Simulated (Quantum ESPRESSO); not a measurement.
Rb in Quantum ESPRESSO: convergence with smearing width

Crystal: Rb.

```
CELL_PARAMETERS angstrom
-2.80250 2.80250 2.80250
2.80250 -2.80250 2.80250
2.80250 2.80250 -2.80250
ATOMIC_POSITIONS crystal
Rb 0.00000 0.00000 0.00000
```

```yaml
Program: Quantum ESPRESSO 7.5
Task: single point
Functional: PBE
Potentials_or_basis: SSSP 1.3 efficiency PBE
Cutoff: 816 eV
Density_cutoff: 3265 eV
k_mesh: 7 × 7 × 7
Occupations: cold, width 0.5 eV
Spin: no spin polarisation
```

These are the settings of the first run; the series varies smearing width, with any setting tied to it.

Hardware: 1 thread of Arm Neoverse V2, with other jobs on the host.

```csv
smearing width,"energy less the tightest run, at zero smearing (meV/atom)",SCF cycles,CPU time (s),peak memory (GiB)
0.5 eV,-6.21,7,10,0.07
0.3 eV,-3.15,7,10,0.07
0.2 eV,-2.22,7,10,0.07
0.136 eV,-0.92,7,10,0.07
0.1 eV,-0.47,7,10,0.07
0.05 eV,-0.30,7,10,0.07
0.025 eV,-0.16,7,10,0.07
0.01 eV,0.00,7,10,0.07
```

Against the tightest run, the energy stays within 1 meV/atom from 0.136 eV on. Narrower smearing needs a denser k mesh, so at a fixed mesh the narrowest width isn't the most accurate. The tightest run that finished is the yardstick and may itself not be fully converged.
